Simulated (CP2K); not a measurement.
Write the native input for CP2K 2026.2 that does the following.

| Item | Value |
| --- | --- |
| Task | single point |
| Functional | PBE |
| Potentials or basis | POTENTIAL_UZH Al GTH-PBE-q3, N GTH-PBE-q5; TZVP-MOLOPT-PBE-GTH basis |
| Density cutoff | 6123 eV |
| k mesh | 10 × 10 × 10 |
| Occupations | fermi-dirac, width 0.05 eV |
| Spin | no spin polarisation |
| SCF solver | diagonalisation with k points |
| Quickstep method | GPW |
| EPS_DEFAULT | 1.0E-10 |
| EPS_SCF | 1.0E-6 |
| MAX_SCF | 100 |
| SCF_GUESS | ATOMIC |
| k points reduced by the point group | yes |
| Mesh centred on Gamma | yes |
| CHOLESKY | OFF |
| EPS_EIGVAL | 1.0E-7 |
| MIXING METHOD | BROYDEN_MIXING |
| MIXING ALPHA | 0.4 |
| NBUFFER | 8 |
| NGRIDS | 5 |
| Basis sets | Al TZVP-MOLOPT-PBE-GTH-q3, N TZVP-MOLOPT-PBE-GTH-q5 |
| Potentials | Al GTH-PBE-q3 of POTENTIAL_UZH, N GTH-PBE-q5 of POTENTIAL_UZH |
| ADDED_MOS | [10] |
| REL_CUTOFF (Ry) | 60 Ry |
| MIXING BETA (1/bohr) | 1.5 1/bohr |
| CUTOFF of the grids | 450 Ry |

Crystal: AlN.

```
Al N
1.0
     3.08863    0.00000    0.00000
     1.54432    2.67483    0.00000
     1.54432    0.89161    2.52186
Al N
1 1
Direct
  0.00000 0.00000 0.00000
  0.25000 0.25000 0.25000
```

Measurements of this composition are mostly on another form, of space group No. 186.

These files were run (other wordings do the same):

aln_scf.inp

```
&GLOBAL
  PROJECT aln_scf
  RUN_TYPE ENERGY_FORCE
  PRINT_LEVEL LOW
&END GLOBAL
&FORCE_EVAL
  METHOD QS
  STRESS_TENSOR ANALYTICAL
  &DFT
    BASIS_SET_FILE_NAME BASIS_MOLOPT_UZH
    POTENTIAL_FILE_NAME POTENTIAL_UZH
    &MGRID
      CUTOFF 450
      REL_CUTOFF 60
      NGRIDS 5
    &END MGRID
    &QS
      METHOD GPW
      EPS_DEFAULT 1.0E-10
    &END QS
    &KPOINTS
      SCHEME MONKHORST-PACK 10 10 10
      GAMMA_CENTERED T
      SYMMETRY T
      SYMMETRY_BACKEND SPGLIB
    &END KPOINTS
    &SCF
      SCF_GUESS ATOMIC
      EPS_SCF 1.0E-6
      MAX_SCF 100
      ADDED_MOS 10
      CHOLESKY OFF
      EPS_EIGVAL 1.0E-7
      &DIAGONALIZATION ON
        ALGORITHM STANDARD
      &END DIAGONALIZATION
      &MIXING ON
        METHOD BROYDEN_MIXING
        ALPHA 0.4
        BETA 1.5
        NBUFFER 8
      &END MIXING
      &SMEAR ON
        METHOD FERMI_DIRAC
        ELECTRONIC_TEMPERATURE [K] 580.226
      &END SMEAR
    &END SCF
    &XC
      &XC_FUNCTIONAL
        &GGA_X_PBE
        &END GGA_X_PBE
        &GGA_C_PBE
        &END GGA_C_PBE
      &END XC_FUNCTIONAL
    &END XC
    &PRINT
      &KPOINTS ON
      &END KPOINTS
      &MULLIKEN ON
      &END MULLIKEN
      &MO ON
        ENERGIES T
        OCCUPATION_NUMBERS T
        &EACH
          QS_SCF 0
        &END EACH
        ADD_LAST NUMERIC
      &END MO
      &LOWDIN ON
      &END LOWDIN
      &HIRSHFELD ON
        SHAPE_FUNCTION DENSITY
      &END HIRSHFELD
    &END PRINT
  &END DFT
  &SUBSYS
    &CELL
      ABC 3.0886333121 3.0886333122 3.0886333122
      ALPHA_BETA_GAMMA 59.9999999996 59.9999999995 59.9999999996
      PERIODIC XYZ
    &END CELL
    &COORD
      Al  0.0000000000 0.0000000000 0.0000000000
      N   1.5443166561 0.8916116371 0.6304646348
    &END COORD
    &KIND Al
      BASIS_SET TZVP-MOLOPT-PBE-GTH-q3
      POTENTIAL GTH-PBE-q3
    &END KIND
    &KIND N
      BASIS_SET TZVP-MOLOPT-PBE-GTH-q5
      POTENTIAL GTH-PBE-q5
    &END KIND
    &PRINT
      &ATOMIC_COORDINATES ON
      &END ATOMIC_COORDINATES
      &CELL ON
      &END CELL
    &END PRINT
  &END SUBSYS
  &PRINT
    &FORCES ON
    &END FORCES
    &STRESS_TENSOR ON
    &END STRESS_TENSOR
  &END PRINT
&END FORCE_EVAL
```

Potentials or basis: POTENTIAL_UZH Al GTH-PBE-q3, N GTH-PBE-q5; TZVP-MOLOPT-PBE-GTH basis.

The run is started by

```bash
$ OMP_NUM_THREADS=1 cp2k.psmp -i aln_scf.inp -o aln_scf.out
```

Results of the run:

```yaml
Pressure: 3.8 GPa
Band_gap_on_the_k_mesh: 3.32 eV, indirect (least direct gap 4.22 eV)
Mulliken_charges: Al +1.37; N -1.37 e
Hirshfeld_charges: Al +0.39; N -0.39 e
```

Caveat: Mulliken charges move with the basis; the basis of atomic orbitals isn't converged, which shifts pressures, moduli and gaps.

It took 59 s on 1 thread of Intel(R) Xeon(R) Platinum 8488C (Sapphire Rapids), on a shared host, peak memory 0.3 GiB.
